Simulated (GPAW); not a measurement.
A run of GPAW 26.7.0:

The input run.py:

```python
from ase.eos import EquationOfState
from ase.io import Trajectory
from ase.spacegroup import crystal
from ase.units import GPa
from gpaw import GPAW, PW, setup_paths

setup_paths.insert(0, '.')

# In 4a
# As 4c
atoms = crystal(['In', 'As'],
                basis=[[0.0, 0.0, 0.0],
                       [0.25, 0.25, 0.25]],
                spacegroup=216, setting=1,  # F-43m
                cellpar=[6.036, 6.036, 6.036, 90.0, 90.0, 90.0],
                primitive_cell=True)

traj = Trajectory('eos.traj', 'w')
volumes, energies = [], []
for x in [0.94, 0.96, 0.98, 1.0, 1.02, 1.04, 1.06]:
    a = atoms.copy()
    a.set_cell(atoms.cell * x**(1 / 3), scale_atoms=True)
    calc = GPAW(mode=PW(600),
                xc='AM05',
                kpts={'size': (6, 6, 6), 'gamma': True},
                occupations={'name': 'fermi-dirac', 'width': 0.05},
                nbands=18,
                convergence={'density': 1e-05, 'energy': 1e-05},
                maxiter=150,
                txt=f'eos-{x:.2f}.txt')
    a.calc = calc
    energies.append(a.get_potential_energy(force_consistent=True))
    volumes.append(a.get_volume())
    p = -a.get_stress()[:3].mean() / GPa
    calc.write(f'eos-{x:.2f}.gpw')
    traj.write(a)
    print(f'{x:.2f} {volumes[-1]:10.4f} A^3 {energies[-1]:14.6f} eV {p:9.3f} GPa', flush=True)

v0, e0, B = EquationOfState(volumes, energies, eos='birchmurnaghan').fit()
print(f'V0 = {v0:.4f} A^3, E0 = {e0:.6f} eV, B0 = {B / GPa:.2f} GPa')
```

Potentials or basis: PAW data sets generated in the run's folder for this functional, pw.

Run with:

```bash
$ gpaw-setup -f AM05 As In
$ OMP_NUM_THREADS=1 python run.py
```

Hardware: 1 thread of AMD EPYC 7R13 Processor (Zen 3) (shared host).

**Question.** How long does it take, and how much memory?

**Answer.** Wall time 47 s on 1 thread of AMD EPYC 7R13 Processor (Zen 3), on a shared host, peak memory 0.25 GiB. Counts: scf iterations 63, plane waves 1759, bands 18, k points 16.
